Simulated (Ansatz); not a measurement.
# W: the cost of one run

Program: Ansatz 0.2.0. Level of theory: DFT PBE, scalar-relativistic, plane waves, PAW. These are calculated values, not measurements.

2 further runs of the same task are left out: 2 set aside as unsound or not needed.

## Step 1: Starting point

It takes space group Fm-3m (No. 225, cubic). The conventional cell has a = 4.037 Å, b = 4.037 Å, c = 4.037 Å, α = 90.00°, β = 90.00°, γ = 90.00°. W (site symmetry m-3m) has 12 W at 2.85 Å as nearest neighbours.

Coordinates:

```
CELL_PARAMETERS angstrom
0.00000 2.01850 2.01850
2.01850 0.00000 2.01850
2.01850 2.01850 0.00000
ATOMIC_POSITIONS crystal
W 0.00000 0.00000 0.00000
```

It is the result of an earlier relaxation at this level (volume 16.45 Å³/atom; gap on the mesh: none (metal)).

## Step 2: The film's bulk: Al

Relaxed beforehand at this level: -537.4996 eV/atom, gap on the mesh none (metal).

Space group Fm-3m (No. 225). a = 4.041 Å, b = 4.041 Å, c = 4.041 Å, α = 90.00°, β = 90.00°, γ = 90.00°
| atom | site | symmetry | x | y | z |
| --- | --- | --- | --- | --- | --- |
| Al | 4a | m-3m | 0.0000 | 0.0000 | 0.0000 |

## Step 3: The bulk in the cell of the plane

input.yaml reads:

```yaml
crystal:
  lattice:
    - [2.8545944809, 0.0, 0.0]
    - [0.0, 2.8545944809, 0.0]
    - [1.4272972405, 1.4272972405, 2.018503115]
  atoms:
    - { symbol: W, position: [0.0, 0.0, 0.0] }
basis:
  ecutwfc: 420
kpoints:
  mp_grid: { grid: [12, 12, 17] }
hamiltonian:
  xc: pbe
scf:
  occupations: { method: gaussian, width: 0.1 }
output:
  forces: true
  stress: true
  eigenvalues: true
  write_density: true
  write_potential: true
  elf: true
  volumetric_format: npy
```

Run with:

```console
> ansatz run input.yaml --threads 1 --pin off --max-ram 2560MiB --backend cpu --events-out ev --progress --plain --runs-dir out
```

What time and memory should one allow on 1 thread of AMD EPYC (Zen 3), shared host?

About 15 s, with a peak of 0.42 GiB.
